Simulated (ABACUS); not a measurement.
# W (Fm-3m) in ABACUS: notebook

Runs on W. Level: PBE. Tasks: single point.

Program: ABACUS 3.10.1. These are calculated values, not measurements. Logs are shortened: lines on timing, memory, paths and dates and some standing lists are left out, and cuts for length are marked.

## Step 1: Starting point

It takes space group Fm-3m (No. 225, cubic). The conventional cell has a = 4.060 Å, b = 4.060 Å, c = 4.060 Å, α = 90.00°, β = 90.00°, γ = 90.00°. Around W (site symmetry m-3m) lie 12 W at 2.87 Å.

This isn't the form of W at room conditions, which is bcc.

## Step 2: Single point, PBE

The input, INPUT:

```
INPUT_PARAMETERS
suffix              W
calculation         scf
basis_type          lcao
pseudo_dir          ./
orbital_dir         ./
symmetry            1
dft_functional      pbe
ecutwfc             100
pseudo_rcut         10
nspin               1
nbands              11
ks_solver           genelpa
smearing_method     fd
smearing_sigma      0.00367493
scf_thr             1e-07
scf_nmax            100
mixing_type         broyden
mixing_beta         0.7
cal_force           1
cal_stress          1
out_mul             1
```

The input, STRU:

```
ATOMIC_SPECIES
W 183.8400 W.upf

NUMERICAL_ORBITAL
W_confined-atom_7au_3s2p2d1f.orb

LATTICE_CONSTANT
1.8897261246

LATTICE_VECTORS
0.0000000000 2.0300000000 2.0300000000
2.0300000000 0.0000000000 2.0300000000
2.0300000000 2.0300000000 0.0000000000

ATOMIC_POSITIONS
Direct

W
0.0
1
0.0000000000 0.0000000000 0.0000000000 1 1 1
```

The input, KPT:

```
K_POINTS
0
Gamma
11 11 11 0 0 0
```

Potentials or basis: PseudoDojo NC SR 0.4.1 PBE standard, DZP LCAO (the cutoffs set its grid).

Started as:

```bash
OMP_NUM_THREADS=1 mpirun -np 4 abacus > log
```

running log:

```text
ABACUS v3.10.1

               Atomic-orbital Based Ab-initio Computation at UStc

 ------------------------------------------------------------------------------------

 READING GENERAL INFORMATION
                           global_out_dir = OUT.W/
                           global_in_card = INPUT
                               pseudo_dir = ./
                              orbital_dir = ./
                                    DSIZE = 4
                                    GSIZE = 1

 READING UNITCELL INFORMATION
                                    ntype = 1
                  lattice constant (Bohr) = 1.88973
              lattice constant (Angstrom) = 1

 READING ATOM TYPE 1
                               atom label = W
                      L=0, number of zeta = 3
                      L=1, number of zeta = 2
                      L=2, number of zeta = 2
                      L=3, number of zeta = 1
             number of atom for this type = 1

                        TOTAL ATOM NUMBER = 1
DIRECT COORDINATES
    atom                   x                   y                   z     mag                  vx                  vy                  vz
taud_W1            0.0000000000        0.0000000000        0.0000000000  0.0000        0.0000000000        0.0000000000        0.0000000000

                          Volume (Bohr^3) = 112.905
                             Volume (A^3) = 16.7308

 Lattice vectors: (Cartesian coordinate: in unit of a_0)
                   +0               +2.03               +2.03
                +2.03                  +0               +2.03
                +2.03               +2.03                  +0
 Reciprocal vectors: (Cartesian coordinate: in unit of 2 pi/a_0)
            -0.246305           +0.246305           +0.246305
            +0.246305           -0.246305           +0.246305
            +0.246305           +0.246305           -0.246305
 The esolver type has been set to : ksdft_lcao

                PAO radial cut off (Bohr) = 10

 Read in pseudopotential file is W.upf
                     pseudopotential type = NC
          exchange-correlation functional = PBE
                 nonlocal core correction = 1
                        valence electrons = 14
                                     lmax = 3
                           number of zeta = 4
                     number of projectors = 8
                           L of projector = 0
                           L of projector = 0
                           L of projector = 1
                           L of projector = 1
                           L of projector = 2
                           L of projector = 2
                           L of projector = 3
                           L of projector = 3
     initial pseudo atomic orbital number = 10

 SETUP THE ELECTRONS NUMBER
             electron number of element W = 14
       total electron number of element W = 14
            AUTOSET number of electrons:  = 14
                           occupied bands = 7
                                   NLOCAL = 26
                                   NBANDS = 11
                                   NBANDS = 11
                                   NLOCAL = 26

%%%%%%%%%%%%%%%%%%%%%%%%%%%%%%%%%%%%%%%%%%%%%%%%%%%%%%%%%%%%%%%%%%%%%%%%%%%%%%%%%%%%%%%%%%%%%%%%%%%%%%%%%%
 Warning: the number of valence electrons in pseudopotential > 6 for W: [Xe] 4f14 5d4 6s2
 Pseudopotentials with additional electrons can yield (more) accurate outcomes, but may be less efficient.
 If you're confident that your chosen pseudopotential is appropriate, you can safely ignore this warning.
%%%%%%%%%%%%%%%%%%%%%%%%%%%%%%%%%%%%%%%%%%%%%%%%%%%%%%%%%%%%%%%%%%%%%%%%%%%%%%%%%%%%%%%%%%%%%%%%%%%%%%%%%%

 SETUP THE PLANE WAVE BASIS
 energy cutoff for charge/potential (unit:Ry) = 400
            fft grid for charge/potential = [ 36, 36, 36 ]
                        fft grid division = [ 3, 3, 3 ]
        big fft grid for charge/potential = [ 12, 12, 12 ]
                                     nbxx = 432
                                     nrxx = 11664

 SETUP PLANE WAVES FOR CHARGE/POTENTIAL
                    number of plane waves = 15353
                         number of sticks = 817

 PARALLEL PW FOR CHARGE/POTENTIAL
     PROC   COLUMNS(POT)             PW
        1            205           3839
        2            204           3838
        3            204           3839
        4            204           3837
 --------------- sum -------------------
        4            817          15353
                            number of |g| = 201
                                  max |g| = 36.1572
                                  min |g| = 0.181999

----------- Double Check Mixing Parameters Begin ------------
mixing_type: broyden
mixing_beta: 0.7
mixing_gg0: 1
mixing_gg0_min: 0.1
mixing_ndim: 8
----------- Double Check Mixing Parameters End ------------

 LATTICE VECTORS: (CARTESIAN COORDINATE: IN UNIT OF A0)
                   +0               +2.03               +2.03
                +2.03                  +0               +2.03
                +2.03               +2.03                  +0
                       right hand lattice = 1
                                   NORM_A = 2.87085
                                   NORM_B = 2.87085
                                   NORM_C = 2.87085
                           ALPHA (DEGREE) = 60
                           BETA  (DEGREE) = 60
                           GAMMA (DEGREE) = 60

 The lattice vectors have been changed (STRU_SIMPLE.cif)

(for optimal symmetric configuration:)
                             BRAVAIS TYPE = 3
                     BRAVAIS LATTICE NAME = 03. Cubic F (face-centered)
                                    ibrav = 3
                                    IBRAV = 3
                                  BRAVAIS = FACE CENTERED CUBIC
                       LATTICE CONSTANT A = 4.06
Original cell was already a primitive cell.
                        ROTATION MATRICES = 48
              PURE POINT GROUP OPERATIONS = 48
                   SPACE GROUP OPERATIONS = 48
                              POINT GROUP = O_h
               POINT GROUP IN SPACE GROUP = O_h

 SETUP K-POINTS
                                    nspin = 1
                   Input type of k points = Monkhorst-Pack(Gamma)
                                   nkstot = 1331
                       right hand lattice = 1
(for reciprocal lattice: )
                             BRAVAIS TYPE = 2
                     BRAVAIS LATTICE NAME = 02. Cubic I (body-centered)
                                    ibrav = 2
                       right hand lattice = 1
(for k-lattice: )
                             BRAVAIS TYPE = 2
                     BRAVAIS LATTICE NAME = 02. Cubic I (body-centered)
                                    ibrav = 2
                       right hand lattice = 1
                        ROTATION MATRICES = 48
                               nkstot_ibz = 56
K-POINTS REDUCTION ACCORDING TO SYMMETRY
     IBZ    DIRECT_X    DIRECT_Y    DIRECT_Z  WEIGHT  ibz2bz
       1  0.00000000  0.00000000  0.00000000  0.0008       0
       2  0.09090909  0.09090909  0.09090909  0.0060       1
       3  0.18181818  0.18181818  0.18181818  0.0060       2
       4  0.27272727  0.27272727  0.27272727  0.0060       3
       5  0.36363636  0.36363636  0.36363636  0.0060       4
       6  0.45454545  0.45454545  0.45454545  0.0060       5
[... 22 lines left out ...]
      29 -0.36363636  0.36363636  0.36363636  0.0180      40
      30 -0.45454545  0.27272727  0.27272727  0.0090      41
[... 26 further k points ...]

                               nkstot now = 56
[... K-POINTS DIRECT COORDINATES: 56 rows ...]

           k-point number in this process = 56
       minimum distributed K point number = 56
[... stars of the k points ...]

[... K-POINTS CARTESIAN COORDINATES: 56 rows ...]

[... K-POINTS DIRECT COORDINATES: 56 rows ...]

 SETUP PLANE WAVES FOR WAVE FUNCTIONS
     energy cutoff for wavefunc (unit:Ry) = 100
              fft grid for wave functions = [ 36, 36, 36 ]
                    number of plane waves = 2733
                         number of sticks = 253

 PARALLEL PW FOR WAVE FUNCTIONS
     PROC   COLUMNS(POT)             PW
        1             64            686
        2             63            682
        3             63            683
        4             63            682
 --------------- sum -------------------
        4            253           2733

 SET NONLOCAL PSEUDOPOTENTIAL PROJECTORS
 max number of nonlocal projetors among all species is 8

 -------------------------------------------
 SELF-CONSISTENT
 -------------------------------------------

 SETUP SEARCHING RADIUS FOR PROGRAM TO SEARCH ADJACENT ATOMS
                  longest orb rcut (Bohr) = 7
   longest nonlocal projector rcut (Bohr) = 2.06
                     search radius (Bohr) = 18.1
              searching radius is (Bohr)) = 18.1
         searching radius unit is (Bohr)) = 1.89
                         PeriodicBoundary = 1
                        Radius(unit:lat0) = 9.59
                                   glayer = [ 6, 6, 6 ]
                             glayer_minus = [ 5, 5, 5 ]

Find the coordinate range of the input atom(unit:lat0).
                                  min_tau = [ -20.3, -20.3, -20.3 ]
                                  max_tau = [ 20.3, 20.3, 20.3 ]
                                BoxNumber = [ 11, 11, 11 ]

 SETUP EXTENDED REAL SPACE GRID FOR GRID INTEGRATION
                          real space grid = [ 36, 36, 36 ]
                 big cell numbers in grid = [ 12, 12, 12 ]
             meshcell numbers in big cell = [ 3, 3, 3 ]
                        extended fft grid = [ 19, 19, 19 ]
                dimension of extened grid = [ 51, 51, 51 ]
                            UnitCellTotal = 125
              Atom number in sub-FFT-grid = 1
    Local orbitals number in sub-FFT-grid = 26
                                ParaV.nnr = 15717
                                 init_chg = atomic

 LCAO ALGORITHM --------------- ION=   1  ELEC=   1--------------------------------

 Density error is 0.0530803168365
----------------------------------------------------------
     Energy           Rydberg                 eV
----------------------------------------------------------
 E_KohnSham     -151.6600376857      -2063.4406714199
 E_Harris       -152.7370489988      -2078.0941620893
 E_Fermi        1.5592297340         21.2144088733
----------------------------------------------------------
[... 56 lines left out ...]
 LCAO ALGORITHM --------------- ION=   1  ELEC=   7--------------------------------

 Density error is 5.70702682014e-09
----------------------------------------------------------
     Energy           Rydberg                 eV
----------------------------------------------------------
 E_KohnSham     -151.6650425959      -2063.5087667166
 E_KS(sigma->0) -151.6647188857      -2063.5043624133
 E_Harris       -151.6650425215      -2063.5087657052
 E_band         -7.3393225788        -99.8566065314
 E_one_elec     -18.2992181541       -248.9736358411
 E_Hartree      16.8510712861        229.2705868948
 E_xc           -33.0891333177       -450.2007550020
 E_Ewald        -117.1271149897      -1593.5961541618
 E_entropy(-TS) -0.0006474204        -0.0088086065
 E_descf        0.0000000000         0.0000000000
 E_exx          0.0000000000         0.0000000000
 E_Fermi        1.5273599634         20.7807983988
----------------------------------------------------------

 charge density convergence is achieved
 final etot is -2063.5087667 eV
 EFERMI = 20.780798399 eV

 STATE ENERGY(eV) AND OCCUPATIONS    NSPIN == 1
 1/56 kpoint (Cartesian) = 0.0000 0.0000 0.0000 (480 pws)
       1       -52.9789     0.00150263
       2       -16.6247     0.00150263
       3       -16.6247     0.00150263
       4       -16.6247     0.00150263
       5        11.8740     0.00150263
       6        20.2397     0.00150260
       7        20.2397     0.00150260
       8        20.2397     0.00150260
       9        23.2735    3.35441e-25
      10        23.2735    3.35441e-25
      11        33.5603        0.00000
[... 53 lines left out ...]
 6/56 kpoint (Cartesian) = 0.11196 0.11196 0.11196 (473 pws)
       1       -52.8839      0.0120210
       2       -17.6759      0.0120210
       3       -16.7661      0.0120210
       4       -16.7661      0.0120210
       5        15.2461      0.0120210
       6        20.0543      0.0120210
       7        20.0543      0.0120210
       8        21.1442    8.38573e-06
       9        25.5368    5.88358e-44
      10        25.5368    5.88358e-44
      11        31.0015        0.00000

[... levels at 50 further k points ...]

 correction force for each atom along direction 1 is -4.79002e-15
 correction force for each atom along direction 2 is 6.53355e-15
 correction force for each atom along direction 3 is -2.23129e-14
------------------------------------------------------------------------------------------
 TOTAL-FORCE (eV/Angstrom)
------------------------------------------------------------------------------------------
                        W1         0.0000000000         0.0000000000         0.0000000000
------------------------------------------------------------------------------------------

----------------------------------------------------------------
 TOTAL-STRESS (KBAR)
----------------------------------------------------------------
       -35.0464985804         0.0000000000        -0.0000000000
        -0.0000000000       -35.0464985804        -0.0000000000
         0.0000000000        -0.0000000000       -35.0464985804
----------------------------------------------------------------
 TOTAL-PRESSURE: -35.046499 KBAR

 --------------------------------------------
 !FINAL_ETOT_IS -2063.5087667165598759 eV
 --------------------------------------------
```

Run time: 3.3 s. Hardware: 4 MPI ranks of AMD EPYC 7B13 (Zen 3), shared host; peak memory 0.36 GiB.

Results:

| Quantity | Value |
| --- | --- |
| Free energy | -2063.5088 eV |
| Pressure | -3.5 GPa |
| Band gap on the k mesh | none (metal or under the smearing width) |

Levels at points of the mesh, in eV from the Fermi level:
```tsv
k point	band 3	band 4	band 5	band 6	band 7	band 8	band 9	band 10	band 11
(0.00, 0.00, 0.00)	-37.41	-37.41	-8.91	-0.54	-0.54	-0.54	2.49	2.49	12.78
```

Caveat: the atomic orbitals were generated for these runs and aren't a published set; the basis of atomic orbitals isn't converged, which shifts pressures, moduli and gaps.

## Step 3: Single point, PBE (cell strained at random at fixed volume)

INPUT is that of step 2.

The input, STRU:

```
ATOMIC_SPECIES
W 183.8400 W.upf

NUMERICAL_ORBITAL
W_confined-atom_7au_3s2p2d1f.orb

LATTICE_CONSTANT
1.8897261246

LATTICE_VECTORS
0.0119230000 2.0082280000 2.0318620000
2.0297100000 0.0110640000 2.0327210000
2.0541460000 2.0335240000 -0.0133730000

ATOMIC_POSITIONS
Direct

W
0.0
1
-0.0067530000 -0.0087400000 0.0141000000 1 1 1
```

KPT is that of step 2.

Potentials or basis: PseudoDojo NC SR 0.4.1 PBE standard, DZP LCAO (the cutoffs set its grid).

Started as:

```bash
OMP_NUM_THREADS=1 mpirun -np 4 abacus > log
```

It took 9.1 s on 4 MPI ranks of AMD EPYC 7B13 (Zen 3), shared host; peak memory 0.4 GiB.

The run converged. Its results:

- Free energy: -2063.5132 eV
- Pressure: -3.4 GPa
- Band gap on the k mesh: none (metal or under the smearing width)

Stress tensor (GPa, compression positive):
```
-2.77  2.52 -0.76
 2.52 -5.33 -1.06
-0.76 -1.06 -2.24
```

Caveat: the atomic orbitals were generated for these runs and aren't a published set; the basis of atomic orbitals isn't converged, which shifts pressures, moduli and gaps. The run has no spin-orbit coupling, so splittings on W are missing.

## Step 4: Single point, PBE

INPUT is that of step 3.

The input, STRU:

```
ATOMIC_SPECIES
W 183.8400 W.upf

NUMERICAL_ORBITAL
W_confined-atom_7au_4s3p3d1f.orb

LATTICE_CONSTANT
1.8897261246

LATTICE_VECTORS
0.0000000000 2.0300000000 2.0300000000
2.0300000000 0.0000000000 2.0300000000
2.0300000000 2.0300000000 0.0000000000

ATOMIC_POSITIONS
Direct

W
0.0
1
0.0000000000 0.0000000000 0.0000000000 1 1 1
```

KPT is that of step 3.

Potentials or basis: PseudoDojo NC SR 0.4.1 PBE standard, TZDP LCAO (the cutoffs set its grid).

Started as:

```bash
OMP_NUM_THREADS=1 mpirun -np 4 abacus > log
```

Wall time 5.2 s (4 MPI ranks of AMD EPYC 7B13 (Zen 3), shared host); peak memory 0.4 GiB.

It converged, with:

```yaml
Free_energy: -2063.5437 eV
Pressure: -4.2 GPa
Band_gap_on_the_k_mesh: none (metal or under the smearing width)
```

Levels at points of the mesh, in eV from the Fermi level:
| k point | band 3 | band 4 | band 5 | band 6 | band 7 | band 8 | band 9 | band 10 | band 11 |
| --- | --- | --- | --- | --- | --- | --- | --- | --- | --- |
| (0.00, 0.00, 0.00) | -37.40 | -37.40 | -8.90 | -0.55 | -0.55 | -0.55 | 2.50 | 2.50 | 12.80 |

Caveat: the atomic orbitals were generated for these runs and aren't a published set; the basis of atomic orbitals isn't converged, which shifts pressures, moduli and gaps. Spin-orbit coupling is left out, which matters for the levels of W.

## Step 5: Overview

| potentials or basis | cell | orbital files | gap on the mesh (eV) | pressure (GPa) |
| --- | --- | --- | --- | --- |
| PseudoDojo NC SR 0.4.1 PBE standard, DZP LCAO (the cutoffs set its grid) | as given | W W_confined-atom_7au_3s2p2d1f.orb | none | -3.5 |
| PseudoDojo NC SR 0.4.1 PBE standard, DZP LCAO (the cutoffs set its grid) | cell strained at random at fixed volume | W W_confined-atom_7au_3s2p2d1f.orb | none | -3.4 |
| PseudoDojo NC SR 0.4.1 PBE standard, TZDP LCAO (the cutoffs set its grid) | as given | W W_confined-atom_7au_4s3p3d1f.orb | none | -4.2 |

Alike in all rows: task single point; level PBE; no spin polarisation; k mesh 11 × 11 × 11; cutoff (eV) 1361; smearing fermi-dirac 0.05 eV.

Caveats: the atomic orbitals were generated for these runs and aren't a published set; the basis of atomic orbitals isn't converged, which shifts pressures, moduli and gaps.

Total energies depend on the potentials used, so only differences within one code and one set of settings carry meaning.
